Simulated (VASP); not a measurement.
Te:

```xyz
3
Lattice="4.4572 0.0000 0.0000 -2.2286 3.8600 0.0000 0.0000 0.0000 5.9290" Properties=species:S:1:pos:R:3 pbc="T T T"
Te    1.1736    0.0000    1.9763
Te   -0.5868    1.0164    3.9527
Te    1.6418    2.8437    0.0000
```

Base run:

| Quantity | Value |
| --- | --- |
| Program | VASP 6.6.1 |
| Functional | PBE |
| Potentials or basis | VASP PAW PBE potentials, release 64 (Te) |
| Cutoff | 300 eV |
| k mesh | 9 × 9 × 6 |
| Occupations | gaussian, width 0.01 eV |
| Spin | no spin polarisation |

Its results: band gap on the k mesh 0.16 eV, direct; pressure 2.0 GPa; largest force 0.324 eV/Å.

**Question.** The run is repeated on the same cell with these changes: functional from PBE to PBEsol; further incar settings from ALGO = Fast; EDIFF = 1e-06; NBANDS = 16 to ALGO = Normal; EDIFF = 1e-06. What comes out?

**Answer.** Band gap on the k mesh 0.12 eV, direct; pressure -0.3 GPa; largest force 0.283 eV/Å.

Caveats: spin-orbit coupling is left out, which moves the levels of the heavy elements; an odd mesh through Γ misses points on the zone boundary, where band edges often lie; the PAW data sets were made with another functional, which shifts forces and pressure a little (some runs).
